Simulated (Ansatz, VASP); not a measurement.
BN in VASP and in Ansatz

The input INCAR:

```
SYSTEM = BN
  PREC = Accurate
  ENCUT = 520
  EDIFF = 1E-6
  ISMEAR = 0
  SIGMA = 0.05
  LREAL = .FALSE.
  LASPH = .TRUE.
  NELM = 100
  ALGO = Normal
  ISIF = 2
  LWAVE = .FALSE.
  LCHARG = .FALSE.
  GGA = PE
  NBANDS = 16
```

Contents of KPOINTS:

```
regular mesh
0
G
  12 12 4
  0 0 0
```

Contents of POSCAR:

```
BN
1.0
    2.5039917043      0.0000000000      0.0000000000
   -1.2519958522      2.1685204268      0.0000000000
    0.0000000000      0.0000000000      6.6612000000
B N
2 2
Direct
    0.3632855092      0.6666666667      0.2500000000
    0.6666807890      0.3333333333      0.7500000000
    0.3333349382      0.6666666667      0.7500000000
    0.6435383620      0.3333333333      0.2500000000
```

Input for Ansatz:

```yaml
crystal:
  lattice:
    - [2.5039917043, 0.0, 0.0]
    - [-1.2519958522, 2.1685204268, 0.0]
    - [0.0, 0.0, 6.6612]
  atoms:
    - { symbol: B, position: [0.3632855092, 0.6666666667, 0.25] }
    - { symbol: B, position: [0.666680789, 0.3333333333, 0.75] }
    - { symbol: "N", position: [0.3333349382, 0.6666666667, 0.75] }
    - { symbol: "N", position: [0.643538362, 0.3333333333, 0.25] }
basis:
  ecutwfc: 420
kpoints:
  mp_grid: { grid: [12, 12, 4] }
hamiltonian:
  xc: pbe
scf:
  occupations: { method: gaussian, width: 0.05 }
output:
  forces: true
  stress: true
  eigenvalues: true
```

Change from the starting cell: mode 9 (1359.5 1/cm) frozen in, largest displacement +0.075 Å.

Alike in both runs: task single point; functional PBE; k mesh 12 × 12 × 4; occupations gaussian, width 0.05 eV; no spin polarisation.

|  | VASP | Ansatz |
| --- | --- | --- |
| version | VASP 6.6.1 | Ansatz 0.2.0 |
| potentials or method | VASP PAW PBE potentials, release 64 (B, N) | scalar-relativistic, plane waves, PAW |
| plane-wave cutoff (eV) | 520 | 420 |
| valence electrons in the cell | 16 | 16 |

|  | VASP | Ansatz | Ansatz less VASP |
| --- | --- | --- | --- |
| gap on the k mesh at the Fermi level (eV) | 3.76 | 3.77 | +0.005 |
| least direct gap on the mesh (eV) | 4.31 | 4.31 | +0.007 |
| pressure (GPa) | 6.7 | 6.7 | -0.02 |
| largest component of the traceless stress (GPa) | 8.20 | 8.19 | -0.006 |
| rms of the force components (eV/Å) | 2.326 | 2.332 | +0.0059 |

Atom by atom the forces differ by 0.006 eV/Å (rms over components). With one functional, cell and mesh, what is left measures potentials, basis and numerics.

Caveats: this functional lacks dispersion, which binds the layers, so the pressure and a relaxed spacing across them are unreliable; forces of over 1 eV/Å show positions far from the minimum, so gaps and moduli don't describe the material at rest. A k mesh can miss the band edges.
